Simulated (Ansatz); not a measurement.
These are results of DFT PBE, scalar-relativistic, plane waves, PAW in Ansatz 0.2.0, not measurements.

Settings: cutoff 420 eV, Γ-centred mesh 9×9×6 on the computed 4-atom cell, Gaussian smearing of 0.02 eV; no spin polarisation.

```
H
1.0
     4.00748    0.00000    0.00000
    -2.00374    3.47058    0.00000
     0.00000    0.00000    4.96380
H
4
Direct
  0.33333 0.66667 0.16167
  0.66667 0.33333 0.68443
  0.66667 0.33333 0.81557
  0.33333 0.66667 0.33833
```

Q: Is this geometry at equilibrium? Which atom feels the largest force?

A: It isn't. Atom 2 (H) feels (0.00, 0.00, -4.81) eV/Å, 4.810 eV/Å in size, and symmetry-related atoms feel the same size.

Q: Give all forces and the stress.

A:
```csv
atom,Fx,Fy,Fz
H1,0.000,0.000,2.977
H2,0.000,0.000,-4.810
H3,0.000,0.000,4.810
H4,0.000,0.000,-2.977
```
Stress (GPa, compression positive):
```
0.01 0.00 0.00
0.00 0.01 0.00
0.00 0.00 1.22
```

 The cell holds molecules, and where no dispersion correction was added their binding is poorly described.